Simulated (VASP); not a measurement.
# PbO (Pbcm) in VASP: a series of runs

The runs below take PbO through band structure, with LDA, PBE, PBEsol, r2SCAN, TB-mBJ.

Everything below comes from runs of VASP 6.6.1. Logs are shortened: lines on timing, memory, paths and dates and some standing lists are left out, and cuts for length are marked.

### 1 The structure

Symmetry: Pbcm, No. 57, orthorhombic system. Conventional cell: a = 5.876 Å, b = 5.476 Å, c = 4.743 Å, α = 90.00°, β = 90.00°, γ = 90.00°. Pb (site symmetry m) has 2 O at 2.17 to 2.44 Å as nearest neighbours. O (site symmetry m) has 2 Pb at 2.17 to 2.44 Å as nearest neighbours.

### 2 Band structure, LDA

The input, POSCAR:

```
PbO
1.0
    5.8760000000      0.0000000000      0.0000000000
    0.0000000000      5.4760000000      0.0000000000
    0.0000000000      0.0000000000      4.7430000000
Pb O
4 4
Direct
    0.7690000000      0.5140000000      0.2500000000
    0.2310000000      0.4860000000      0.7500000000
    0.7690000000      0.9860000000      0.7500000000
    0.2310000000      0.0140000000      0.2500000000
    0.1320000000      0.5820000000      0.2500000000
    0.8680000000      0.4180000000      0.7500000000
    0.1320000000      0.9180000000      0.7500000000
    0.8680000000      0.0820000000      0.2500000000
```

The input, INCAR.step1:

```
SYSTEM = PbO
PREC = Accurate
ENCUT = 520
EDIFF = 1E-6
ISMEAR = 0
SIGMA = 0.02
LREAL = .FALSE.
LASPH = .TRUE.
NELM = 100
ALGO = Normal
ISIF = 2
LWAVE = .FALSE.
LCHARG = .TRUE.
KPAR = 2
```

The input, KPOINTS.step1:

```
regular mesh
0
G
  6 6 6
  0 0 0
```

The input, INCAR.step2:

```
SYSTEM = PbO
PREC = Accurate
ENCUT = 520
EDIFF = 1E-6
ISMEAR = 0
SIGMA = 0.05
LREAL = .FALSE.
LASPH = .TRUE.
NELM = 100
ALGO = Normal
ISIF = 2
LWAVE = .FALSE.
LCHARG = .FALSE.
ICHARG = 11
KPAR = 2
```

The input, KPOINTS.step2:

```
path GXSYGZURTZ,YT,UX,SR
15
line-mode
reciprocal
 0.0000000000  0.0000000000  0.0000000000  G
 0.0000000000  0.0000000000 -0.5000000000  X

 0.0000000000  0.0000000000 -0.5000000000  X
 0.0000000000 -0.5000000000 -0.5000000000  S

 0.0000000000 -0.5000000000 -0.5000000000  S
 0.0000000000 -0.5000000000  0.0000000000  Y

 0.0000000000 -0.5000000000  0.0000000000  Y
 0.0000000000  0.0000000000  0.0000000000  G

 0.0000000000  0.0000000000  0.0000000000  G
-0.5000000000  0.0000000000  0.0000000000  Z

-0.5000000000  0.0000000000  0.0000000000  Z
-0.5000000000  0.0000000000 -0.5000000000  U

-0.5000000000  0.0000000000 -0.5000000000  U
-0.5000000000 -0.5000000000 -0.5000000000  R

-0.5000000000 -0.5000000000 -0.5000000000  R
-0.5000000000 -0.5000000000  0.0000000000  T

-0.5000000000 -0.5000000000  0.0000000000  T
-0.5000000000  0.0000000000  0.0000000000  Z

 0.0000000000 -0.5000000000  0.0000000000  Y
-0.5000000000 -0.5000000000  0.0000000000  T

-0.5000000000  0.0000000000 -0.5000000000  U
 0.0000000000  0.0000000000 -0.5000000000  X

 0.0000000000 -0.5000000000 -0.5000000000  S
-0.5000000000 -0.5000000000 -0.5000000000  R
```

Potentials or basis: VASP PAW LDA potentials, release 64 (Pb_d, O).

On the command line:

```bash
$ cat potpaw_LDA.64/Pb_d/POTCAR potpaw_LDA.64/O/POTCAR > POTCAR
$ cp INCAR.step1 INCAR
$ cp KPOINTS.step1 KPOINTS
$ mpirun -np 2 vasp_std > vasp.out
$ cp INCAR.step2 INCAR
$ cp KPOINTS.step2 KPOINTS
$ mpirun -np 2 vasp_std > vasp.out
```

OUTCAR:

```text
SYSTEM = PbO
   PREC = Accurate
   ENCUT = 520
   EDIFF = 1E-6
   ISMEAR = 0
   LREAL = .FALSE.
   LASPH = .TRUE.
   NELM = 100
   ISIF = 2
   ICHARG = 11

 ion  position               nearest neighbor table
   1  0.769  0.514  0.250-   5 2.17   8 2.44   6 2.50   6 2.50   3 3.51   3 3.51   2 3.61   2 3.61
                             3 3.74   3 3.74   4 3.86   4 3.86   2 3.95   2 3.95
   2  0.231  0.486  0.750-   6 2.17   7 2.44   5 2.50   5 2.50   4 3.51   4 3.51   1 3.61   1 3.61
                             4 3.74   4 3.74   3 3.86   3 3.86   1 3.95   1 3.95
   3  0.769  0.986  0.750-   7 2.17   6 2.44   8 2.50   8 2.50   1 3.51   1 3.51   4 3.61   4 3.61
                             1 3.74   1 3.74   2 3.86   2 3.86   4 3.95   4 3.95
   4  0.231  0.014  0.250-   8 2.17   5 2.44   7 2.50   7 2.50   2 3.51   2 3.51   3 3.61   3 3.61
                             2 3.74   2 3.74   1 3.86   1 3.86   3 3.95   3 3.95
   5  0.132  0.582  0.250-   1 2.17   4 2.44   2 2.50   2 2.50
   6  0.868  0.418  0.750-   2 2.17   3 2.44   1 2.50   1 2.50
   7  0.132  0.918  0.750-   3 2.17   2 2.44   4 2.50   4 2.50
   8  0.868  0.082  0.250-   4 2.17   1 2.44   3 2.50   3 2.50

  LATTYP: Found a simple orthorhombic cell.
 ALAT       =     4.7430000000
 B/A-ratio  =     1.1545435378
 C/A-ratio  =     1.2388783470

  Lattice vectors:

 A1 = (   0.0000000000,   0.0000000000,  -4.7430000000)
 A2 = (   0.0000000000,   5.4760000000,   0.0000000000)
 A3 = (   5.8760000000,   0.0000000000,   0.0000000000)

Analysis of symmetry for initial positions (statically):
=====================================================================
 Subroutine PRICEL returns:
 Original cell was already a primitive cell.

 Routine SETGRP: Setting up the symmetry group for a
 simple orthorhombic supercell.

 Subroutine GETGRP returns: Found  8 space group operations
 (whereof  2 operations were pure point group operations)
 out of a pool of  8 trial point group operations.

The static configuration has the point symmetry S_2 .
 The point group associated with its full space group is D_2h.

Analysis of symmetry for dynamics (positions and initial velocities):
=====================================================================
 Subroutine PRICEL returns:
 Original cell was already a primitive cell.

 Routine SETGRP: Setting up the symmetry group for a
 simple orthorhombic supercell.

 Subroutine GETGRP returns: Found  8 space group operations
 (whereof  2 operations were pure point group operations)
 out of a pool of  8 trial point group operations.

The dynamic configuration has the point symmetry S_2 .
 The point group associated with its full space group is D_2h.

 Subroutine INISYM returns: Found  8 space group operations
 (whereof  2 operations are pure point group operations),
 and found     1 'primitive' translations

----------------------------------------------------------------------------------------

                                     Primitive cell

  volume of cell :     152.6154

  direct lattice vectors                    reciprocal lattice vectors
     5.876000000  0.000000000  0.000000000     0.170183799  0.000000000  0.000000000
     0.000000000  5.476000000  0.000000000     0.000000000  0.182615047  0.000000000
     0.000000000  0.000000000  4.743000000     0.000000000  0.000000000  0.210837023

  length of vectors
     5.876000000  5.476000000  4.743000000     0.170183799  0.182615047  0.210837023

  position of ions in fractional coordinates (direct lattice)
     0.769000000  0.514000000  0.250000000
     0.231000000  0.486000000  0.750000000
     0.769000000  0.986000000  0.750000000
     0.231000000  0.014000000  0.250000000
     0.132000000  0.582000000  0.250000000
     0.868000000  0.418000000  0.750000000
     0.132000000  0.918000000  0.750000000
     0.868000000  0.082000000  0.250000000

  ion indices of the primitive-cell ions
   primitive index   ion index
                 1           1
                 2           2
                 3           3
                 4           4
                 5           5
                 6           6
                 7           7
                 8           8

----------------------------------------------------------------------------------------

 KPOINTS: path GXSYGZURTZ,YT,UX,SR

Interpolating k-points between supplied coordinates.

 Line segments in fractional coordinates (reciprocal lattice):
    0.000000  0.000000  0.000000  ...  0.000000  0.000000 -0.500000
    0.000000  0.000000 -0.500000  ...  0.000000 -0.500000 -0.500000
    0.000000 -0.500000 -0.500000  ...  0.000000 -0.500000  0.000000
    0.000000 -0.500000  0.000000  ...  0.000000  0.000000  0.000000
    0.000000  0.000000  0.000000  ... -0.500000  0.000000  0.000000
   -0.500000  0.000000  0.000000  ... -0.500000  0.000000 -0.500000
   -0.500000  0.000000 -0.500000  ... -0.500000 -0.500000 -0.500000
   -0.500000 -0.500000 -0.500000  ... -0.500000 -0.500000  0.000000
   -0.500000 -0.500000  0.000000  ... -0.500000  0.000000  0.000000
    0.000000 -0.500000  0.000000  ... -0.500000 -0.500000  0.000000
   -0.500000  0.000000 -0.500000  ...  0.000000  0.000000 -0.500000
    0.000000 -0.500000 -0.500000  ... -0.500000 -0.500000 -0.500000

 Generated    15 points on each line segment, for a total of    180 k-points:

 Following reciprocal coordinates:
            Coordinates               Weight
  0.000000  0.000000  0.000000      0.005556
  0.000000  0.000000 -0.035714      0.005556
  0.000000  0.000000 -0.071429      0.005556
  0.000000  0.000000 -0.107143      0.005556
  0.000000  0.000000 -0.142857      0.005556
  0.000000  0.000000 -0.178571      0.005556
[... 16 lines left out ...]
  0.000000 -0.250000 -0.500000      0.005556
  0.000000 -0.285714 -0.500000      0.005556
 [... further k-points ...]
   k-points           NKPTS =    180   k-points in BZ     NKDIM =    180   number of bands    NBANDS=     48
   number of dos      NEDOS =    301   number of ions     NIONS =      8
   total plane-waves  NPLWV =  72576
   dimension x,y,z NGX =    48 NGY =   42 NGZ =   36
   dimension x,y,z NGXF=    96 NGYF=   84 NGZF=   72
   ions per type =               4   4
   NGX,Y,Z   is equivalent  to a cutoff of  13.58, 12.75, 12.62 a.u.
   NGXF,Y,Z  is equivalent  to a cutoff of  27.16, 25.50, 25.24 a.u.
 SYSTEM =  PbO
   PREC   = accura    normal or accurate (medium, high low for compatibility)
   ISTART =      0    job   : 0-new  1-cont  2-samecut
   ICHARG =     11    charge: 1-file 2-atom 10-const
   ISPIN  =      1    spin polarized calculation?
   LNONCOLLINEAR =      F non collinear calculations
   LSORBIT =      F    spin-orbit coupling
   LASPH  =      T    aspherical Exc in radial PAW
   ENCUT  =  520.0 eV  38.22 Ry    6.18 a.u.  10.93 10.18  8.82*2*pi/ulx,y,z
   NELM   =    100;   NELMIN=  2; NELMDL=  0     # of ELM steps
   EDIFF  = 0.1E-05   stopping-criterion for ELM
   LREAL  =      F    real-space projection
   EDIFFG = 0.1E-04   stopping-criterion for IOM
   NSW    =      0    number of steps for IOM
   IBRION =     -1    ionic relax: 0-MD 1-quasi-New 2-CG
   NFREE  =      0    steps in history (QN), initial steepest desc. (CG)
   ISIF   =      2    stress and relaxation
   ISYM   =      2    0-nonsym 1-usesym 2-fastsym
   POTIM  = 0.5000    time-step for ionic-motion
   TEBEG  =    0.0;   TEEND  =   0.0 temperature during run
   PSTRESS=    0.0 pullay stress
   NELECT =      80.0000    total number of electrons
   NUPDOWN=      -1.0000    fix difference up-down
   EMIN   =  10.00;   EMAX   =-10.00  energy-range for DOS
   EFERMI =   0.00;   METHOD = LEGACY
   ISMEAR =     0;   SIGMA  =   0.05  broadening in eV -4-tet -1-fermi 0-gaus
   EFERMI_NEDOS =   21; number of points for ismear=-14 and -15
   IALGO  =     38    algorithm
   IMIX   =      4    mixing-type and parameters
     AMIX     =   0.40;   BMIX     =  1.00
     AMIX_MAG =   1.60;   BMIX_MAG =  1.00
  volume/ion in A,a.u.               =      19.08       128.74
  Fermi-wavevector in a.u.,A,eV,Ry     =   1.319994  2.494427 23.706585  1.742385
  Thomas-Fermi vector in A             =   2.449852
   LORBIT       =      0    0 simple, 1 ext, 2 COOP (PROOUT), +10 PAW based schemes
   GGA     = CA    functional components
   LHFCALC =     F    Hartree Fock is set to
   AEXX    =    0.0000 exact exchange contribution
   IVDW    =     0    specifies the selected vdW correction
   LEPSILON=     F    determine dielectric tensor
   LRPA    =     F    only Hartree local field effects (RPA)
 non-spin polarized calculation
 Gauss-broadening in eV      SIGMA  =   0.05
  energy-cutoff  :      520.00
  volume of cell :      152.62
 maximum number of plane-waves:      4148
 NGX is ok and might be reduce to    48

 number of electron      79.9999990 magnetization

 Free energy of the ion-electron system (eV)
  ---------------------------------------------------
  ext. energy  EPLUGINS =         0.00000000
  ---------------------------------------------------
  free energy    TOTEN  =       -48.27425373 eV

  energy without entropy =      -48.27425373  energy(sigma->0) =      -48.27425373

 E-fermi :   4.7422     XC(G=0): -10.5978

 val. band max:        4.5072909408   @ k =  -0.5000  -0.1071   0.0000
 cond. band min:       6.3911569969   @ k =  -0.5000  -0.5000  -0.3571
 fundamental gap:      1.8838660561
 Fermi energy:         4.7422401301

 k-point     1 :       0.0000    0.0000    0.0000
  band No.  band energies     occupation
      1     -12.7351      2.00000
      2     -12.6056      2.00000
      3     -12.5213      2.00000
      4     -12.4669      2.00000
      5     -10.9574      2.00000
      6     -10.8949      2.00000
[... 40 lines left out ...]
     47      11.6707      0.00000
     48      11.8883      0.00000

 k-point     2 :       0.0000    0.0000   -0.0357
  band No.  band energies     occupation
      1     -12.7323      2.00000
      2     -12.6039      2.00000
      3     -12.5201      2.00000
      4     -12.4660      2.00000
      5     -10.9565      2.00000
      6     -10.8941      2.00000
[... 1114 lines left out ...]
 k-point    24 :       0.0000   -0.2857   -0.5000
  band No.  band energies     occupation
      1     -12.4180      2.00000
      2     -12.4180      2.00000
      3     -12.4160      2.00000
      4     -12.4160      2.00000
      5     -10.8284      2.00000
      6     -10.8284      2.00000
[... 40 lines left out ...]
     47      10.8021      0.00000
     48      10.8021      0.00000

 [... further k-points ...]

------------------------ aborting loop because EDIFF is reached ----------------------------------------

  FORCE on cell =-STRESS in cart. coord.  units (eV):
  Direction    XX          YY          ZZ          XY          YZ          ZX
  --------------------------------------------------------------------------------------
  -------------------------------------------------------------------------------------
  Total       -1.0715834     -8.6746382     -6.1383613      0.0000000     -0.0000000      0.0000000
  in kB      -11.2496297    -91.0675394    -64.4413574      0.0000000     -0.0000000      0.0000000
  external PRESSURE =     -55.5861755 kB  Pullay stress =       0.0000000 kB

 VOLUME and BASIS-vectors are now :
 -----------------------------------------------------------------------------
  energy-cutoff  :      520.00
  volume of cell :      152.62
      direct lattice vectors                 reciprocal lattice vectors
     5.876000000  0.000000000  0.000000000     0.170183799  0.000000000  0.000000000
     0.000000000  5.476000000  0.000000000     0.000000000  0.182615047  0.000000000
     0.000000000  0.000000000  4.743000000     0.000000000  0.000000000  0.210837023

 POSITION                                       TOTAL-FORCE (eV/Angst)
 -----------------------------------------------------------------------------------
      4.51864      2.81466      1.18575         0.163345     -0.995339     -0.000000
      1.35736      2.66134      3.55725        -0.163345      0.995339     -0.000000
      4.51864      5.39934      3.55725         0.163345      0.995339      0.000000
      1.35736      0.07666      1.18575        -0.163345     -0.995339     -0.000000
      0.77563      3.18703      1.18575         0.460226      0.365107      0.000000
      5.10037      2.28897      3.55725        -0.460226     -0.365107     -0.000000
      0.77563      5.02697      3.55725         0.460226     -0.365107      0.000000
      5.10037      0.44903      1.18575        -0.460226      0.365107     -0.000000
 -----------------------------------------------------------------------------------
    total drift:                                0.000000      0.000000     -0.000000

  FREE ENERGIE OF THE ION-ELECTRON SYSTEM (eV)
  ---------------------------------------------------
  free  energy   TOTEN  =       -48.2742537308 eV

  energy  without entropy=      -48.2742537308  energy(sigma->0) =      -48.27425373
```

It took 4.5 min on 2 MPI ranks of Intel Xeon Platinum 8559C (Emerald Rapids), shared host; peak memory 0.87 GiB.

What came out:

```
Band gap on the k mesh  : 1.88 eV, indirect (least direct gap 2.09 eV)
Band gap along the path : 1.88 eV, indirect (least direct gap 2.10 eV)
```

Levels at the corners of the path, in eV from the valence-band top:
| point | band 37 | band 38 | band 39 | band 40 | band 41 | band 42 | band 43 | band 44 |
| --- | --- | --- | --- | --- | --- | --- | --- | --- |
| Γ | -1.41 | -1.04 | -0.37 | -0.02 | 3.50 | 4.01 | 4.32 | 4.68 |
| X | -0.72 | -0.72 | -0.17 | -0.17 | 4.11 | 4.11 | 4.65 | 4.65 |
| X | -0.72 | -0.72 | -0.17 | -0.17 | 4.11 | 4.11 | 4.65 | 4.65 |
| S | -0.64 | -0.64 | -0.64 | -0.64 | 3.17 | 3.17 | 3.17 | 3.17 |
| S | -0.64 | -0.64 | -0.64 | -0.64 | 3.17 | 3.17 | 3.17 | 3.17 |
| Y | -0.76 | -0.76 | -0.10 | -0.10 | 3.63 | 3.63 | 4.68 | 4.68 |
| Y | -0.76 | -0.76 | -0.10 | -0.10 | 3.63 | 3.63 | 4.68 | 4.68 |
| Γ | -1.41 | -1.04 | -0.37 | -0.02 | 3.50 | 4.01 | 4.32 | 4.68 |
| Γ | -1.41 | -1.04 | -0.37 | -0.02 | 3.50 | 4.01 | 4.32 | 4.68 |
| Z | -1.09 | -0.67 | -0.56 | -0.01 | 2.71 | 2.90 | 3.30 | 5.05 |
| Z | -1.09 | -0.67 | -0.56 | -0.01 | 2.71 | 2.90 | 3.30 | 5.05 |
| U | -0.51 | -0.51 | -0.41 | -0.41 | 3.22 | 3.22 | 3.37 | 3.37 |
| U | -0.51 | -0.51 | -0.41 | -0.41 | 3.22 | 3.22 | 3.37 | 3.37 |
| R | -0.55 | -0.55 | -0.55 | -0.55 | 2.39 | 2.39 | 2.39 | 2.39 |
| R | -0.55 | -0.55 | -0.55 | -0.55 | 2.39 | 2.39 | 2.39 | 2.39 |
| T | -0.55 | -0.55 | -0.43 | -0.43 | 3.07 | 3.07 | 3.80 | 3.80 |
| T | -0.55 | -0.55 | -0.43 | -0.43 | 3.07 | 3.07 | 3.80 | 3.80 |
| Z | -1.09 | -0.67 | -0.56 | -0.01 | 2.71 | 2.90 | 3.30 | 5.05 |
| Y | -0.76 | -0.76 | -0.10 | -0.10 | 3.63 | 3.63 | 4.68 | 4.68 |
| T | -0.55 | -0.55 | -0.43 | -0.43 | 3.07 | 3.07 | 3.80 | 3.80 |
| U | -0.51 | -0.51 | -0.41 | -0.41 | 3.22 | 3.22 | 3.37 | 3.37 |
| X | -0.72 | -0.72 | -0.17 | -0.17 | 4.11 | 4.11 | 4.65 | 4.65 |
| S | -0.64 | -0.64 | -0.64 | -0.64 | 3.17 | 3.17 | 3.17 | 3.17 |
| R | -0.55 | -0.55 | -0.55 | -0.55 | 2.39 | 2.39 | 2.39 | 2.39 |

Caveat: the log is that of the step along the path at fixed density, whose energy, stress, charges and moments have no meaning; spin-orbit coupling is left out, which as a rule narrows the gap of such compounds by several tenths of an eV.

### 3 Band structure, PBE

POSCAR is that of step 2.

Edit INCAR.step1 of step 2 so:

```diff
@@ -13,2 +13,3 @@
 LCHARG = .TRUE.
+GGA = PE
 KPAR = 2
```

KPOINTS.step1 is that of step 2.

Edit INCAR.step2 of step 2 so:

```diff
@@ -13,2 +13,3 @@
 LCHARG = .FALSE.
+GGA = PE
 ICHARG = 11
```

KPOINTS.step2 is that of step 2.

Potentials or basis: VASP PAW PBE potentials, release 64 (Pb_d, O).

On the command line:

```bash
$ cat potpaw_PBE.64/Pb_d/POTCAR potpaw_PBE.64/O/POTCAR > POTCAR
$ cp INCAR.step1 INCAR
$ cp KPOINTS.step1 KPOINTS
$ mpirun -np 2 vasp_std > vasp.out
$ cp INCAR.step2 INCAR
$ cp KPOINTS.step2 KPOINTS
$ mpirun -np 2 vasp_std > vasp.out
```

Run time: 4.8 min. Hardware: 2 MPI ranks of Intel Xeon Platinum 8559C (Emerald Rapids), shared host; peak memory 0.92 GiB.

The run converged. Its results:

```
Band gap on the k mesh  : 1.96 eV, indirect (least direct gap 2.16 eV)
Band gap along the path : 1.96 eV, indirect (least direct gap 2.17 eV)
```

Levels at the corners of the path, in eV from the valence-band top:
| point | band 38 | band 39 | band 40 | band 41 | band 42 | band 43 |
| --- | --- | --- | --- | --- | --- | --- |
| Γ | -1.01 | -0.36 | -0.02 | 3.57 | 4.08 | 4.39 |
| X | -0.70 | -0.16 | -0.16 | 4.18 | 4.18 | 4.75 |
| X | -0.70 | -0.16 | -0.16 | 4.18 | 4.18 | 4.75 |
| S | -0.62 | -0.62 | -0.62 | 3.25 | 3.25 | 3.25 |
| S | -0.62 | -0.62 | -0.62 | 3.25 | 3.25 | 3.25 |
| Y | -0.74 | -0.10 | -0.10 | 3.74 | 3.74 | 4.76 |
| Y | -0.74 | -0.10 | -0.10 | 3.74 | 3.74 | 4.76 |
| Γ | -1.01 | -0.36 | -0.02 | 3.57 | 4.08 | 4.39 |
| Γ | -1.01 | -0.36 | -0.02 | 3.57 | 4.08 | 4.39 |
| Z | -0.67 | -0.55 | -0.01 | 2.79 | 3.01 | 3.39 |
| Z | -0.67 | -0.55 | -0.01 | 2.79 | 3.01 | 3.39 |
| U | -0.50 | -0.40 | -0.40 | 3.30 | 3.30 | 3.46 |
| U | -0.50 | -0.40 | -0.40 | 3.30 | 3.30 | 3.46 |
| R | -0.53 | -0.53 | -0.53 | 2.46 | 2.46 | 2.46 |
| R | -0.53 | -0.53 | -0.53 | 2.46 | 2.46 | 2.46 |
| T | -0.54 | -0.42 | -0.42 | 3.17 | 3.17 | 3.89 |
| T | -0.54 | -0.42 | -0.42 | 3.17 | 3.17 | 3.89 |
| Z | -0.67 | -0.55 | -0.01 | 2.79 | 3.01 | 3.39 |
| Y | -0.74 | -0.10 | -0.10 | 3.74 | 3.74 | 4.76 |
| T | -0.54 | -0.42 | -0.42 | 3.17 | 3.17 | 3.89 |
| U | -0.50 | -0.40 | -0.40 | 3.30 | 3.30 | 3.46 |
| X | -0.70 | -0.16 | -0.16 | 4.18 | 4.18 | 4.75 |
| S | -0.62 | -0.62 | -0.62 | 3.25 | 3.25 | 3.25 |
| R | -0.53 | -0.53 | -0.53 | 2.46 | 2.46 | 2.46 |

Caveat: the log is that of the step along the path at fixed density, whose energy, stress, charges and moments have no meaning; spin-orbit coupling is left out, which as a rule narrows the gap of such compounds by several tenths of an eV. As with any semilocal functional, this PBE gap is likely too small.

(Part 1 of 2 ends here.)
